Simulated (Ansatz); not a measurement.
**CsBr: the cell at several levels of theory**

How does the equilibrium cell of CsBr built on the CsCl prototype depend on the functional? It is relaxed with PBE and r2SCAN.

The runs shown are made with Ansatz 0.2.0. PAW datasets, plane waves, zero pressure. The values are computed, spin-unpolarised, and not measurements.

## Step 1: The cell

It is cubic, Pm-3m (No. 221); conventional cell a = 4.495 Å, 45.40 Å³ an atom. Around Cs lie 8 Br at 3.89 Å; around Br lie 8 Cs at 3.89 Å.

Coordinates:

```cif
data_structure
_symmetry_space_group_name_H-M 'P 1'
_symmetry_Int_Tables_number 1
_cell_length_a 4.4947
_cell_length_b 4.4947
_cell_length_c 4.4947
_cell_angle_alpha 90.000
_cell_angle_beta 90.000
_cell_angle_gamma 90.000
_cell_volume 90.80
loop_
_atom_site_label
_atom_site_type_symbol
_atom_site_fract_x
_atom_site_fract_y
_atom_site_fract_z
_atom_site_occupancy
Cs1 Cs 0.00000 0.00000 0.00000 1
Br1 Br 0.50000 0.50000 0.50000 1
```

## Step 2: PBE: cell and atoms

input.yaml

```yaml
crystal:
  lattice:
    - [4.4946845473, 0.0, 0.0]
    - [0.0, 4.4946845473, 0.0]
    - [0.0, 0.0, 4.4946845473]
  atoms:
    - { symbol: Cs, position: [0.0, 0.0, 0.0] }
    - { symbol: Br, position: [0.5, 0.5, 0.5] }
kpoints:
  mp_grid: { grid: [6, 6, 6] }
hamiltonian:
  xc: pbe
scf:
  occupations: { method: fermi_dirac, width: 0.02 }
relax:
  f_tol: 0.005
  cell: {}
```

Started as:

```sh
$ ansatz run input.yaml --threads 2 --pin off --max-ram 2211MiB --backend cpu --events-out ev --progress --plain --runs-dir out
```

Further steps of the session: Relaxing with r2SCAN.

What does the calculation give? Wanted: for each run, a; volume; space group; SCF geometries.

**Answer**, as computed:

| level | a (Å) | volume (Å³/atom) | space group | SCF geometries |
| --- | --- | --- | --- | --- |
| PBE | 4.391 | 42.330 | Pm-3m | 5 |
| r2SCAN | 4.319 | 40.293 | Pm-3m | 4 |

In words: From the start to the first minimum the volume moved by -6.8 %. r2SCAN gives the smallest cell and PBE the largest; they differ by 5.1 % in volume, a mean of 1.7 % in length.
